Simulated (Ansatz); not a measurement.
# SnO₂: a line through an energy map

How does the energy of SnO₂ (R-3m, No. 166; 3 atoms in the cell) vary with equal normal strain along x, y and z, at amplitude of mode 4 (381 cm⁻¹) = −0.059 Å?

Program: Ansatz 0.2.0. Level of theory: DFT PBE, scalar-relativistic, plane waves, PAW. These are calculated values, not measurements.

1 further run of the same task is left out (set aside as unsound or not needed).

### 1 The starting structure

Symmetry: R-3m, No. 166, trigonal system. The conventional cell has a = 3.234 Å, b = 3.234 Å, c = 14.755 Å, α = 90.00°, β = 90.00°, γ = 120.00°. Sn (site symmetry -3m) has 6 O at 2.12 Å as nearest neighbours. Around O (site symmetry 3m) lie 3 Sn at 2.12 Å.

Coordinates:

```
CELL_PARAMETERS angstrom
1.61677 0.93344 4.91826
-1.61677 0.93344 4.91826
0.00000 -1.86688 4.91826
ATOMIC_POSITIONS crystal
Sn 0.50000 0.50000 0.50000
O 0.23488 0.23488 0.23488
O 0.76512 0.76512 0.76512
```

It goes back to an entry of the Materials Project, which need not be the stable form.

This cell was relaxed beforehand with the same method: volume 14.84 Å³/atom, gap on the mesh 2.02 eV.

### 2 The scan

The energy is mapped over a normal mode and a strain (zone-centre modes of the cell shown) (x along [1 0 0], y along [1 2 0], z along [0 0 1] of the conventional cell).

First coordinate, amplitude of mode 4 (381 cm⁻¹), largest displacement in the unstrained cell: 5 values from −0.118 Å. Second coordinate, equal normal strain along x, y and z: 5 values from −2.50 %.

Nothing else is relaxed (the pattern is fixed in fractional coordinates). Energies count from the relaxed high-symmetry cell. Points are written as (first, second).

The modes come from a phonon run on the reference cell, made beforehand.

Displacement patterns for an amplitude of 1 (Å):

| atom | x1 | y1 | z1 |
| --- | --- | --- | --- |
| Sn1 | -0.270 | 0.000 | 0.000 |
| O2 | 1.000 | 0.000 | 0.000 |
| O3 | 1.000 | 0.000 | 0.000 |

### 3 The run at (−0.059 Å, −2.50 %)

Contents of input.yaml:

```yaml
crystal:
  lattice:
    - [1.5763469202, 0.9101043187, 4.7952989919]
    - [-1.5763469202, 0.9101043187, 4.7952989919]
    - [0.0, -1.8202086374, 4.7952989919]
  atoms:
    - { symbol: Sn, position: [0.5049182473, 0.4950817527, 0.5] }
    - { symbol: O, position: [0.2166363734, 0.253128975, 0.2348826742] }
    - { symbol: O, position: [0.746871025, 0.7833636266, 0.7651173258] }
basis:
  ecutwfc: 520.0
kpoints:
  mp_grid: { grid: [12, 12, 12] }
hamiltonian:
  xc: pbe
  pseudopotentials: { kind: paw, azcp: { folder: soft_1 } }
scf:
  occupations: { method: gaussian, width: 0.05 }
output:
  forces: true
  stress: true
  eigenvalues: true
  write_density: true
  write_potential: true
  elf: true
  volumetric_format: npy
```

The run is started by

```sh
$ ansatz run input.yaml --threads 1 --pin off --max-ram 2048MiB --backend cpu --events-out ev --progress --plain --runs-dir out
```

The program printed:

```text
Warning: RAYON_NUM_THREADS=1 ignored (pool sized by the plan → 1); use --threads N
basis.fft_grid_basis auto: the FFT boxes are laid along the combinations [[1, -1, 0], [0, 1, 0], [0, -1, 1]] of the cell's own vectors, 3.153, 5.129 and 3.153 Å long. The dense box has 24×40×24 points. Along the cell's own vectors, as sized, it would have 40×40×40, 2.78 times as many. Of the 2 symmetry operations that the crystal satisfies within crystal.symmetry.tolerance (time reversal apart; of a slab, those that keep its plane) the dense box along the cell's own vectors carries 2, and the one as laid loses 1 of those. basis.fft_grid_basis: typed keeps the cell's own vectors: state it where this run's energies or levels are differenced outside the engine with another run's, or held beside a run that keeps those vectors. Those combinations have planes normal to reciprocal vector 3, as the cell's own vectors have. Each planar average written beside output.write_density, output.write_potential has a row for each plane of the box: 24. The volumetric files lie along those combinations, not along the cell's own vectors: a cube or XSF file states them, and fields.json those of NumPy files.
Engine: ansatz 0.2.0, aarch64-unknown-linux-gnu
Pseudopotentials: kind: paw
Pseudopotential: Sn, paw, valence charge 14, recommended cutoff 420 eV (normal), <dir>
Pseudopotential: O, paw, valence charge 6, recommended cutoff 420 eV (normal), <dir>
Functional definition: PBE
  parameter kappa = 0.804
  parameter beta = 0.06672455060314922
  exchange = pbe_x(kappa = kappa, mu = beta*pi^2/3)
  correlation = pbe_c(beta = beta)
Crystal: 3 atoms, lattice volume = 41.277 Å³
Basis set: ecut = 520 eV, 1091 PW (Γ), FFT grids on a1−a2, a2, −a2+a3, exchange–correlation on 48×80×48 points (8 copies of the dense FFT grid, shifted against one another)
Bands: 17, of which v1, the nominal top of the filled ones, is band 13 counted from 1 (12 counted from 0)
Symmetry: 2 space group operations
Space group: C2 (ITA 5), of the structure as read, at distance tolerance 3.5e-5 Å
k-points: 476 of 1728 (time reversal used)
Non-local potential: Sn, projectors of the file, l = 0: 2, l = 1: 2, l = 2: 2, l = 3: 1
Non-local potential: O, projectors of the file, l = 0: 2, l = 1: 2, l = 2: 1
PAW form: soft (Blöchl's): semilocal exchange-correlation on the pseudo side does not see the compensation charge
PAW one-centre angular grid: Sn, 590 points (default); XC on 64 Gauss nodes
PAW one-centre angular grid: O, 110 points (default); XC on 64 Gauss nodes
Initial density: superposition of atomic densities (chi_scale 0.1, normalization cell, long waves kept (reshape's long-wave potential 0.10 eV rms))
Initial wavefunctions: pseudopotential atomic-orbital guess
Functional: x = pbe(κ = 0.804, μ = 0.2195149727645171), c = pbe(β = 0.06672455060314922)
SCF iter   1: F=—  HF=-7158.913901 eV  |F-HF|=—  |Δ(HF+E_count)|=         —  Δρ=6.99e-2  dr2=1.76e0  ethr=3.10e-3  ⟨swp⟩=6.2  Hψ=47652  notcnv=0
preconditioner: auto → none  [insulator: Δε(μ)=2.924 eV  Ē_g=20.873 eV  σ=0.050 eV  W_gap=1.00  n_scr=14 (ndim 8)  ℏωp=29.5 eV  f_vac=0.085  D(μ)=0.00/eV (n_scr^D=0)  ε∞_Penn≈3.0]
SCF iter   2: F=—  HF=-7158.486501 eV  |F-HF|=—  |Δ(HF+E_count)|=   4.27e-1  Δρ=3.58e-2  dr2=2.25e-1  ethr=3.10e-3  ⟨swp⟩=3.3  Hψ=20408  notcnv=0
SCF iter   3: F=—  HF=-7158.470207 eV  |F-HF|=—  |Δ(HF+E_count)|=   1.63e-2  Δρ=1.27e-2  dr2=6.10e-2  ethr=8.63e-4  ⟨swp⟩=2.4  Hψ=13663  notcnv=0
SCF iter   4: F=—  HF=-7158.466660 eV  |F-HF|=—  |Δ(HF+E_count)|=   3.55e-3  Δρ=3.97e-3  dr2=2.52e-3  ethr=2.35e-4  ⟨swp⟩=2.3  Hψ=14812  notcnv=0
SCF iter   5: F=—  HF=-7158.467639 eV  |F-HF|=—  |Δ(HF+E_count)|=   9.79e-4  Δρ=3.86e-4  dr2=2.01e-5  ethr=9.71e-6  ⟨swp⟩=2.1  Hψ=12988  notcnv=0
SCF iter   6: F=—  HF=-7158.467669 eV  |F-HF|=—  |Δ(HF+E_count)|=   2.96e-5  Δρ=1.01e-4  dr2=1.17e-6  ethr=7.72e-8  ⟨swp⟩=2.1  Hψ=12128  notcnv=0
SCF iter   7: F=-7158.467671 eV  HF=-7158.467671 eV  |F-HF|=1.83e-8  |Δ(HF+E_count)|=   2.06e-6  Δρ=7.97e-6  dr2=1.09e-8  ethr=3.85e-10  ⟨swp⟩=12.9  Hψ=71843  notcnv=0
SCF 1 converged in 7 iterations: F = -7158.467671 eV  dr2 = 1.09e-8
SCF converged after 7 iterations
Free energy (F): -7158.467671 eV
Harris-Foulkes:  -7158.467671 eV  (|F-HF|=1.83e-8)
Internal energy: -7158.467671 eV  (E = F + TS)
E sigma→0 (E₀):  -7158.467671 eV
Fermi energy:    7.978157 eV
--- Per-component energies (eV) ---
  E_band       = -116.965473
  E_kinetic    = 510.369931
  E_local      = -2177.507158  (includes V_loc(G=0)·N_el)
  E_nonlocal   = 250.920815
  E_hartree    = 989.388488
  E_xc         = -268.847612
  E_vxc        = -263.121497  (∫ρ·V_xc dr)
  E_paw        = -4699.622379  (= ΣΔE_a)
  E_vpaw       = -416.404522  (= ΣTr[D̂ρ^β])
  E_aug_tail   = 0.000517  (compensation charges beyond the density's cutoff)
  E_ewald      = -1763.170271
  E_smearing   = -0.000000  (= −TS)
  E_closure    = 0.000000  (closes the sum)
  Σ components = -7158.467671   (vs F -7158.467671, Δ=0.00e0)
--- Forces (eV/Å), atoms counted from 1 ---
  atom   1  Sn    -1.39096493     0.00000000     0.00000000
  atom   2  O      0.69548799     0.09722016     0.99724934
  atom   3  O      0.69548799    -0.09722016    -0.99724934
  max |Σ_I F_I| component: 1.11e-5 eV/Å
--- Stress (GPa, compression-positive) ---
       16.234427       0.000000       0.000000
        0.000000      15.593131       0.739288
        0.000000       0.739288       8.030048
  P = ⅓ Tr σ = 13.2859 GPa (132.859 kbar)
--- Band table (eV; the first three rows and the last of 476) ---
  k-point 0: bands = ["-13.3309", "-13.0042", "-12.9684", "-12.7006", "-12.6962", "-11.5054", "-9.5718", "2.9001", "5.3574", "5.3648", "5.8783", "5.8836", "6.4580", "9.2473", "12.9170", "18.3830", "18.5692"]
  k-point 1: bands = ["-13.2887", "-13.0674", "-12.9586", "-12.7184", "-12.7015", "-11.4631", "-9.4361", "2.8207", "4.9059", "5.2038", "5.6453", "5.9696", "6.5465", "9.6967", "13.2081", "17.5892", "18.8093"]
  k-point 2: bands = ["-13.3196", "-13.1223", "-12.9071", "-12.7567", "-12.6998", "-11.3243", "-9.1006", "2.4780", "4.1816", "4.7975", "5.2058", "6.0717", "6.6022", "10.6825", "13.9157", "16.6419", "19.2285"]
  k-point 475: bands = ["-13.3276", "-13.0046", "-12.9682", "-12.7005", "-12.6961", "-11.4212", "-9.6986", "3.3571", "5.3098", "5.3178", "5.3475", "5.9200", "5.9228", "10.4461", "12.8433", "18.5847", "18.7408"]
```

It took 63 s on 1 thread of Arm Neoverse V1, shared host; peak memory 0.67 GiB.

Axes a, b and c in the maps are those of this run's conventional cell (a, b, c = 5.461, 3.153, 5.129 Å).

Density in a lattice plane of the grid's cell (edges 5.46 and 5.13 Å, at 0.018 of the third edge), which holds Sn and O.

Ten even steps from '0' (0.01 e/Å³) to '9' (12.43 e/Å³):
```
000000000000000000000000
000000000000000000000000
000000110000000000000000
000012432000000000000000
000135642000000000000000
000135531000010000000000
000122210001332100000000
000000000125775200000000
000000000258985200000000
000000000257752100000000
000000000123310001222100
000000000001000013553100
000000000000000024653100
000000000000000023421000
000000000000000001100000
000000000000000000000000
000000000000000000000000
000000000000000000000000
```
Columns run along the first of these edges and rows up along the second, over one cell in 24 and 18 even steps from the bottom left corner. Atoms in the plane (fractional): Sn at (0.50, 0.50), O at (0.23, 0.70), O at (0.77, 0.30).

ELF in the same plane.

Values, 12 rows by 12 columns:
```
0.00 0.05 0.34 0.66 0.71 0.44 0.06 0.01 0.01 0.01 0.01 0.01
0.02 0.32 0.75 0.87 0.86 0.66 0.15 0.05 0.04 0.04 0.02 0.01
0.08 0.60 0.78 0.58 0.81 0.61 0.15 0.13 0.11 0.07 0.03 0.02
0.16 0.69 0.66 0.51 0.78 0.31 0.20 0.20 0.18 0.10 0.04 0.03
0.15 0.61 0.78 0.78 0.41 0.15 0.02 0.05 0.19 0.12 0.10 0.09
0.11 0.30 0.50 0.32 0.19 0.03 0.00 0.03 0.19 0.32 0.50 0.30
0.15 0.09 0.10 0.12 0.19 0.05 0.02 0.15 0.41 0.78 0.78 0.61
0.16 0.03 0.04 0.10 0.18 0.20 0.20 0.31 0.78 0.51 0.66 0.69
0.08 0.02 0.03 0.07 0.11 0.13 0.15 0.61 0.81 0.58 0.78 0.60
0.02 0.01 0.02 0.04 0.04 0.05 0.15 0.66 0.86 0.87 0.75 0.32
0.00 0.01 0.01 0.01 0.01 0.01 0.06 0.44 0.71 0.67 0.34 0.05
0.00 0.00 0.01 0.05 0.10 0.04 0.01 0.04 0.10 0.05 0.01 0.00
```
Columns run along the first of these edges and rows up along the second, over one cell in 12 and 12 even steps from the bottom left corner. Atoms in the plane (fractional): Sn at (0.50, 0.50), O at (0.23, 0.70), O at (0.77, 0.30).

Both are smooth fields of the valence electrons: close to the nuclei they are not physical.

Maxima of ELF outside the ion cores: 0.88 beside O, off the lines to its neighbours, 0.7 Å from O; 0.82 in the shell around O, 0.6 Å from O.

Energy on the map's scale: 170 meV.

(Part 1 of 2 ends here.)
